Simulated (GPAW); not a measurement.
## Ge in GPAW: convergence with k mesh

Ge:

```xyz
1
Lattice="1.3971 -2.6005 0.0000 1.3971 2.6005 0.0000 0.0000 0.0000 2.6982" Properties=species:S:1:pos:R:3 pbc="T T T"
Ge    1.3971    0.0000    0.0000
```

This isn't the form of Ge at room conditions, which is diamond.

```yaml
Program: GPAW 26.7.0
Task: convergence study
Functional: PBE
Potentials_or_basis: GPAW PAW data sets (gpaw-data 1.2.1)
Cutoff: 600 eV
Basis: pw
k_mesh: 3 × 3 × 2
Occupations: fermi-dirac, width 0.05 eV
Spin: no spin polarisation
```

These are the settings of the first run; the series varies k mesh, with any setting tied to it.

Hardware: 1 thread of Intel(R) Xeon(R) 6975P-C (Granite Rapids) (shared host).

Problem. The values tried are 3 × 3 × 2, 4 × 4 × 3, 5 × 5 × 4, 6 × 6 × 5, 7 × 7 × 6, 8 × 8 × 7, 10 × 10 × 9, 12 × 12 × 11, 14 × 14 × 13, loosest first. From which on does the pressure stay within 0.1 GPa of the tightest run that finished?

Solution. From 12 × 12 × 11 on.

```csv
k mesh,"energy less the tightest run, at zero smearing (meV/atom)",pressure (GPa),SCF cycles,CPU time (s),peak memory (GiB)
3 × 3 × 2,-462.12,0.42,8,1.5,0.12
4 × 4 × 3,319.85,-2.29,8,1.7,0.12
5 × 5 × 4,99.89,2.55,8,2.3,0.12
6 × 6 × 5,13.74,0.90,8,2.8,0.13
7 × 7 × 6,-44.75,-2.15,8,3.8,0.13
8 × 8 × 7,8.10,-0.89,8,4.7,0.14
10 × 10 × 9,-14.49,-0.64,8,7.7,0.15
12 × 12 × 11,2.46,-0.99,8,12,0.17
14 × 14 × 13,0.00,-0.92,8,18,0.2
```

Not settled before the last step: the energy (to 1 meV/atom). Meshes of other sizes hit other points, so gaps and Fermi surfaces needn't settle smoothly. The tightest run that finished is the yardstick and may itself not be fully converged.
